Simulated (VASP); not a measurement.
# Ge (Fd-3m) in VASP: notebook

Runs on Ge. Level: PBE+D3(BJ). Tasks: relaxation of cell and atoms, relaxation of the atoms.

Program: VASP 6.6.1. These are calculated values, not measurements. Logs are shortened: lines on timing, memory, paths and dates and some standing lists are left out, and cuts for length are marked.

## 1. Starting point

The structure is cubic, space group Fd-3m (No. 227). The conventional cell has a = 5.658 Å, b = 5.658 Å, c = 5.658 Å, α = 90.00°, β = 90.00°, γ = 90.00°. Ge (site symmetry -43m) is surrounded by 4 Ge at 2.45 Å.

## 2. Relaxation of cell and atoms, PBE+D3(BJ)

INCAR reads:

```
SYSTEM = Ge
  PREC = Accurate
  ENCUT = 600
  EDIFF = 1E-6
  ISMEAR = 0
  SIGMA = 0.03
  LREAL = .FALSE.
  LASPH = .TRUE.
  NELM = 80
  ALGO = Normal
  ISIF = 3
  LWAVE = .FALSE.
  LCHARG = .FALSE.
  GGA = PE
  IVDW = 12
  IBRION = 2
  NSW = 90
  EDIFFG = -0.01
```

KPOINTS reads:

```
Automatic mesh
0
G
  10 10 10
  0 0 0
```

POSCAR reads:

```
Ge
1.0
    0.0000000000      2.8289100000      2.8289100000
    2.8289100000      0.0000000000      2.8289100000
    2.8289100000      2.8289100000      0.0000000000
Ge
2
Direct
    0.0000000000      0.0000000000      0.0000000000
    0.2500000000      0.2500000000      0.2500000000
```

Potentials or basis: VASP PAW PBE potentials, release 64 (Ge_d).

On the command line:

```console
$ cat potpaw_PBE.64/Ge_d/POTCAR > POTCAR
$ mpirun -np 1 vasp_std > vasp.out
```

OUTCAR:

```text
SYSTEM = Ge
   PREC = Accurate
   ENCUT = 600
   EDIFF = 1E-6
   ISMEAR = 0
   LREAL = .FALSE.
   LASPH = .TRUE.
   NELM = 80
   ISIF = 3
   GGA = PE
   IVDW = 12
   IBRION = 2
   NSW = 90
   EDIFFG = -0.01
 IVDW          = 12

 ion  position               nearest neighbor table
   1  0.000  0.000  0.000-   2 2.45   2 2.45   2 2.45   2 2.45
   2  0.250  0.250  0.250-   1 2.45   1 2.45   1 2.45   1 2.45

  LATTYP: Found a face centered cubic cell.
 ALAT       =     5.6578200000

  Lattice vectors:

 A1 = (   0.0000000000,   2.8289100000,   2.8289100000)
 A2 = (   2.8289100000,   0.0000000000,   2.8289100000)
 A3 = (   2.8289100000,   2.8289100000,   0.0000000000)

Analysis of symmetry for initial positions (statically):
=====================================================================
 Subroutine PRICEL returns:
 Original cell was already a primitive cell.

 Routine SETGRP: Setting up the symmetry group for a
 face centered cubic supercell.

 Subroutine GETGRP returns: Found 48 space group operations
 (whereof 24 operations were pure point group operations)
 out of a pool of 48 trial point group operations.

The static configuration has the point symmetry T_d .
 The point group associated with its full space group is O_h .

Analysis of symmetry for dynamics (positions and initial velocities):
=====================================================================
 Subroutine PRICEL returns:
 Original cell was already a primitive cell.

 Routine SETGRP: Setting up the symmetry group for a
 face centered cubic supercell.

 Subroutine GETGRP returns: Found 48 space group operations
 (whereof 24 operations were pure point group operations)
 out of a pool of 48 trial point group operations.

The dynamic configuration has the point symmetry T_d .
 The point group associated with its full space group is O_h .

 Subroutine INISYM returns: Found 48 space group operations
 (whereof 24 operations are pure point group operations),
 and found     1 'primitive' translations

----------------------------------------------------------------------------------------

                                     Primitive cell

  volume of cell :      45.2780

  direct lattice vectors                    reciprocal lattice vectors
     0.000000000  2.828910000  2.828910000    -0.176746521  0.176746521  0.176746521
     2.828910000  0.000000000  2.828910000     0.176746521 -0.176746521  0.176746521
     2.828910000  2.828910000  0.000000000     0.176746521  0.176746521 -0.176746521

  length of vectors
     4.000682889  4.000682889  4.000682889     0.306133954  0.306133954  0.306133954

  position of ions in fractional coordinates (direct lattice)
     0.000000000  0.000000000  0.000000000
     0.250000000  0.250000000  0.250000000

  ion indices of the primitive-cell ions
   primitive index   ion index
                 1           1
                 2           2

----------------------------------------------------------------------------------------

 KPOINTS: Automatic mesh

Automatic generation of k-mesh.
 Grid dimensions read from file:
 generate k-points for:   10   10   10

 Generating k-lattice:

  Cartesian coordinates                     Fractional coordinates (reciprocal lattice)
    -0.017674652  0.017674652  0.017674652     0.100000000  0.000000000  0.000000000
     0.017674652 -0.017674652  0.017674652     0.000000000  0.100000000  0.000000000
     0.017674652  0.017674652 -0.017674652     0.000000000  0.000000000  0.100000000

  Length of vectors
     0.030613395  0.030613395  0.030613395

  Shift w.r.t. Gamma in fractional coordinates (k-lattice)
     0.000000000  0.000000000  0.000000000

 Subroutine IBZKPT returns following result:
 ===========================================

 Found     47 irreducible k-points:

 Following reciprocal coordinates:
            Coordinates               Weight
  0.000000  0.000000  0.000000      1.000000
  0.100000  0.000000  0.000000      8.000000
  0.200000  0.000000  0.000000      8.000000
  0.300000  0.000000  0.000000      8.000000
  0.400000  0.000000  0.000000      8.000000
  0.500000  0.000000  0.000000      4.000000
[... 16 lines left out ...]
  0.300000  0.300000  0.000000      6.000000
  0.400000  0.300000  0.000000     24.000000
 [... further k-points ...]
   k-points           NKPTS =     47   k-points in BZ     NKDIM =     47   number of bands    NBANDS=     18
   number of dos      NEDOS =    301   number of ions     NIONS =      2
   total plane-waves  NPLWV =  32768
   dimension x,y,z NGX =    32 NGY =   32 NGZ =   32
   dimension x,y,z NGXF=    64 NGYF=   64 NGZF=   64
   ions per type =               2
   NGX,Y,Z   is equivalent  to a cutoff of  13.30, 13.30, 13.30 a.u.
   NGXF,Y,Z  is equivalent  to a cutoff of  26.59, 26.59, 26.59 a.u.
 SYSTEM =  Ge
   PREC   = accura    normal or accurate (medium, high low for compatibility)
   ISTART =      0    job   : 0-new  1-cont  2-samecut
   ICHARG =      2    charge: 1-file 2-atom 10-const
   ISPIN  =      1    spin polarized calculation?
   LNONCOLLINEAR =      F non collinear calculations
   LSORBIT =      F    spin-orbit coupling
   LASPH  =      T    aspherical Exc in radial PAW
   ENCUT  =  600.0 eV  44.10 Ry    6.64 a.u.   7.99  7.99  7.99*2*pi/ulx,y,z
   NELM   =     80;   NELMIN=  2; NELMDL= -5     # of ELM steps
   EDIFF  = 0.1E-05   stopping-criterion for ELM
   LREAL  =      F    real-space projection
   EDIFFG = -.1E-01   stopping-criterion for IOM
   NSW    =     90    number of steps for IOM
   IBRION =      2    ionic relax: 0-MD 1-quasi-New 2-CG
   NFREE  =      1    steps in history (QN), initial steepest desc. (CG)
   ISIF   =      3    stress and relaxation
   ISYM   =      2    0-nonsym 1-usesym 2-fastsym
   POTIM  = 0.5000    time-step for ionic-motion
   TEBEG  =    0.0;   TEEND  =   0.0 temperature during run
   PSTRESS=    0.0 pullay stress
   NELECT =      28.0000    total number of electrons
   NUPDOWN=      -1.0000    fix difference up-down
   EMIN   =  10.00;   EMAX   =-10.00  energy-range for DOS
   EFERMI =   0.00;   METHOD = LEGACY
   ISMEAR =     0;   SIGMA  =   0.03  broadening in eV -4-tet -1-fermi 0-gaus
   EFERMI_NEDOS =   21; number of points for ismear=-14 and -15
   IALGO  =     38    algorithm
   IMIX   =      4    mixing-type and parameters
     AMIX     =   0.40;   BMIX     =  1.00
     AMIX_MAG =   1.60;   BMIX_MAG =  1.00
  volume/ion in A,a.u.               =      22.64       152.78
  Fermi-wavevector in a.u.,A,eV,Ry     =   1.394756  2.635708 26.468033  1.945346
  Thomas-Fermi vector in A             =   2.518275
   LORBIT       =      0    0 simple, 1 ext, 2 COOP (PROOUT), +10 PAW based schemes
   GGA     = PE    functional components
   LHFCALC =     F    Hartree Fock is set to
   AEXX    =    0.0000 exact exchange contribution
   IVDW    =    12    specifies the selected vdW correction
   LEPSILON=     F    determine dielectric tensor
   LRPA    =     F    only Hartree local field effects (RPA)
 conjugate gradient relaxation of ions
 non-spin polarized calculation
 Gauss-broadening in eV      SIGMA  =   0.03
  energy-cutoff  :      600.00
  volume of cell :       45.28
 maximum number of plane-waves:      1524
   NGX = 15   NGY = 15   NGZ = 15

--------------------------------------- Ionic step        1  -------------------------------------------

 number of electron      28.0000013 magnetization

 Free energy of the ion-electron system (eV)
  ---------------------------------------------------
  ext. energy  EPLUGINS =         0.00000000
  ---------------------------------------------------
  free energy    TOTEN  =        -9.00677320 eV

  energy without entropy =       -9.00673330  energy(sigma->0) =       -9.00675325

------------------------ aborting loop because EDIFF is reached ----------------------------------------

 Edisp (eV)   -0.59423

 E8    (eV) :    -0.2663

  FORCE on cell =-STRESS in cart. coord.  units (eV):
  Direction    XX          YY          ZZ          XY          YZ          ZX
  --------------------------------------------------------------------------------------
  -------------------------------------------------------------------------------------
  Total       0.39024     0.39024     0.39024     0.00000     0.00000     0.00000
  in kB      13.80864    13.80864    13.80864     0.00000     0.00000     0.00000
  external pressure =       13.81 kB  Pullay stress =        0.00 kB
[... 101 lines left out ...]
  energy  without entropy=       -9.6053207523  energy(sigma->0) =       -9.60534389

--------------------------------------- Ionic step        4  -------------------------------------------

 number of electron      28.0000026 magnetization

 Free energy of the ion-electron system (eV)
  ---------------------------------------------------
  ext. energy  EPLUGINS =         0.00000000
  ---------------------------------------------------
  free energy    TOTEN  =        -9.02432939 eV

  energy without entropy =       -9.02428311  energy(sigma->0) =       -9.02430625

 E-fermi :   4.7921     XC(G=0):  -9.8213

 val. band max:        4.7829828002   @ k =   0.0000   0.0000   0.0000
 cond. band min:       4.9020287101   @ k =   0.5000   0.0000   0.0000
 fundamental gap:      0.1190459099
 Fermi energy:         4.7921173993

 k-point     1 :       0.0000    0.0000    0.0000
  band No.  band energies     occupation
      1     -20.0020      2.00000
      2     -20.0020      2.00000
      3     -20.0020      2.00000
      4     -19.9675      2.00000
      5     -19.9675      2.00000
      6     -19.7684      2.00000
[... 10 lines left out ...]
     17       7.3278      0.00000
     18       7.3278      0.00000
[... 466 lines left out ...]
      2     -20.0286      2.00000
      3     -19.9865      2.00000
      4     -19.9081      2.00000
      5     -19.8886      2.00000
      6     -19.8668      2.00000
[... 10 lines left out ...]
     17      11.3670      0.00000
     18      11.9107      0.00000

 [... further k-points ...]

------------------------ aborting loop because EDIFF is reached ----------------------------------------

 Edisp (eV)   -0.58112

 E8    (eV) :    -0.2604

  FORCE on cell =-STRESS in cart. coord.  units (eV):
  Direction    XX          YY          ZZ          XY          YZ          ZX
  --------------------------------------------------------------------------------------
  -------------------------------------------------------------------------------------
  Total       0.00104     0.00104     0.00104    -0.00000     0.00000     0.00000
  in kB       0.03590     0.03590     0.03590    -0.00000     0.00000     0.00000
  external pressure =        0.04 kB  Pullay stress =        0.00 kB
[... 17 lines left out ...]
  FREE ENERGIE OF THE ION-ELECTRON SYSTEM (eV)
  ---------------------------------------------------
  free  energy   TOTEN  =        -9.6054450995 eV

  energy  without entropy=       -9.6053988207  energy(sigma->0) =       -9.60542196

 reached required accuracy - stopping structural energy minimisation
```

Wall time 100 s (1 thread of AMD EPYC 7R13 (Zen 3), shared host); peak memory 0.18 GiB.

What came out:

```yaml
Free_energy: -9.6054 eV
Relaxed_volume: 23.14 Å³/atom
Relaxed_cell: a = 4.030 Å, b = 4.030 Å, c = 4.030 Å, α = 60.00°, β = 60.00°, γ = 60.00°
Space_group_after_relaxing_to_0.05_Å: Fd-3m (No. 227)
Energy_gained_by_relaxing: 2.2 meV/atom
Ionic_steps: 4
Pressure_after_relaxing: 0.0 GPa
Band_gap_on_the_k_mesh: none (metal or under the smearing width)
Dispersion_energy_per_atom: -0.291 eV
```

The path:
| step | energy change (eV) | largest force (eV/Å) | pressure (GPa) | volume (Å³) |
| --- | --- | --- | --- | --- |
| 1 | 0.0000 | 0.0000 | 1.38 | 45.28 |
| 2 | -0.0041 | 0.0000 | -0.09 | 46.57 |
| 3 | -0.0044 | 0.0000 | -0.18 | 46.41 |
| 4 | -0.0044 | 0.0000 | 0.00 | 46.27 |

Final structure:
```yaml
crystal:
  lattice:
    - [0.00000, 2.84951, 2.84951]
    - [2.84951, 0.00000, 2.84951]
    - [2.84951, 2.84951, 0.00000]
  atoms:
    - { symbol: Ge, position: [0.00000, 0.00000, 0.00000] }
    - { symbol: Ge, position: [0.25000, 0.25000, 0.25000] }
```

Caveat: pairwise dispersion overbinds metals, which lowers pressure and volume; this crystal is a semiconductor, whose small gap the functional closes, so the metal is an error of the method. Zero-point motion and thermal expansion aren't in these numbers.

## 3. Relaxation of cell and atoms, PBE+D3(BJ)

This run uses another cell than the first one, of 23.14 Å³/atom, 1.022 times its volume.

Edit INCAR of step 2 so:

```diff
@@ -3,3 +3,3 @@
   ENCUT = 600
-  EDIFF = 1E-6
+  EDIFF = 1E-7
   ISMEAR = 0
@@ -17,2 +17,2 @@
   NSW = 90
-  EDIFFG = -0.01
+  EDIFFG = -0.005
```

KPOINTS is that of step 2.

POSCAR reads:

```
Ge                                      
1.0
    0.0000000000      2.8495099883      2.8495099883
    2.8495099883      0.0000000000      2.8495099883
    2.8495099883      2.8495099883      0.0000000000
  Ge            
     2
Direct
     0.0000000000000000    0.0000000000000000    0.0000000000000000
     0.2500000000000000    0.2500000000000000    0.2500000000000000
```

Potentials or basis: VASP PAW PBE potentials, release 64 (Ge_d).

On the command line:

```console
$ cat potpaw_PBE.64/Ge_d/POTCAR > POTCAR
$ mpirun -np 1 vasp_std > vasp.out
```

OUTCAR:

```text
SYSTEM = Ge
   PREC = Accurate
   ENCUT = 600
   EDIFF = 1E-7
   ISMEAR = 0
   LREAL = .FALSE.
   LASPH = .TRUE.
   NELM = 80
   ISIF = 3
   GGA = PE
   IVDW = 12
   IBRION = 2
   NSW = 90
   EDIFFG = -0.005
 IVDW          = 12

 ion  position               nearest neighbor table
   1  0.000  0.000  0.000-   2 2.47   2 2.47   2 2.47   2 2.47
   2  0.250  0.250  0.250-   1 2.47   1 2.47   1 2.47   1 2.47

  LATTYP: Found a face centered cubic cell.
 ALAT       =     5.6990199766

  Lattice vectors:

 A1 = (   0.0000000000,   2.8495099883,   2.8495099883)
 A2 = (   2.8495099883,   0.0000000000,   2.8495099883)
 A3 = (   2.8495099883,   2.8495099883,   0.0000000000)

Analysis of symmetry for initial positions (statically):
=====================================================================
 Subroutine PRICEL returns:
 Original cell was already a primitive cell.

[... 177 lines left out ...]
 Edisp (eV)   -0.58112

 E8    (eV) :    -0.2604
[... 71 lines left out ...]
--------------------------------------- Ionic step        3  -------------------------------------------

 number of electron      28.0000026 magnetization

 Free energy of the ion-electron system (eV)
  ---------------------------------------------------
  ext. energy  EPLUGINS =         0.00000000
  ---------------------------------------------------
  free energy    TOTEN  =        -9.02420264 eV

  energy without entropy =       -9.02415636  energy(sigma->0) =       -9.02417950

 E-fermi :   4.7957     XC(G=0):  -9.8231

 val. band max:        4.7865885665   @ k =   0.0000   0.0000   0.0000
 cond. band min:       4.9067289231   @ k =   0.5000   0.0000   0.0000
 fundamental gap:      0.1201403565
 Fermi energy:         4.7957231737

 k-point     1 :       0.0000    0.0000    0.0000
  band No.  band energies     occupation
      1     -19.9988      2.00000
      2     -19.9988      2.00000
      3     -19.9988      2.00000
      4     -19.9643      2.00000
      5     -19.9643      2.00000
      6     -19.7650      2.00000
[... 481 lines left out ...]
      5     -19.8853      2.00000
      6     -19.8635      2.00000
[... 10 lines left out ...]
     17      11.3725      0.00000
     18      11.9162      0.00000

 [... further k-points ...]

------------------------ aborting loop because EDIFF is reached ----------------------------------------

 Edisp (eV)   -0.58134

 E8    (eV) :    -0.2605
[... 25 lines left out ...]
  FREE ENERGIE OF THE ION-ELECTRON SYSTEM (eV)
  ---------------------------------------------------
  free  energy   TOTEN  =        -9.6055430986 eV

  energy  without entropy=       -9.6054968198  energy(sigma->0) =       -9.60551996

 reached required accuracy - stopping structural energy minimisation
```

It took 59 s on 1 thread of AMD EPYC 7R13 (Zen 3), shared host; peak memory 0.18 GiB.

What came out:

* Free energy: -9.6055 eV
* Relaxed volume: 23.13 Å³/atom
* Relaxed cell: a = 4.029 Å, b = 4.029 Å, c = 4.029 Å, α = 60.00°, β = 60.00°, γ = 60.00°
* Space group after relaxing (to 0.05 Å): Fd-3m (No. 227)
* Energy gained by relaxing: 0.0 meV/atom
* Ionic steps: 3
* Pressure after relaxing: 0.0 GPa
* Band gap on the k mesh: none (metal or under the smearing width)
* Dispersion energy per atom: -0.291 eV

Final structure:
```cif
data_structure
_symmetry_space_group_name_H-M 'P 1'
_symmetry_Int_Tables_number 1
_cell_length_a 4.0293
_cell_length_b 4.0293
_cell_length_c 4.0293
_cell_angle_alpha 60.000
_cell_angle_beta 60.000
_cell_angle_gamma 60.000
_cell_volume 46.26
loop_
_atom_site_label
_atom_site_type_symbol
_atom_site_fract_x
_atom_site_fract_y
_atom_site_fract_z
_atom_site_occupancy
Ge1 Ge 0.00000 0.00000 0.00000 1
Ge2 Ge 0.25000 0.25000 0.25000 1
```

Caveat: pairwise dispersion overbinds metals, which lowers pressure and volume; this crystal is a semiconductor, whose small gap the functional closes, so the metal is an error of the method.

[end of part 1 of 2]
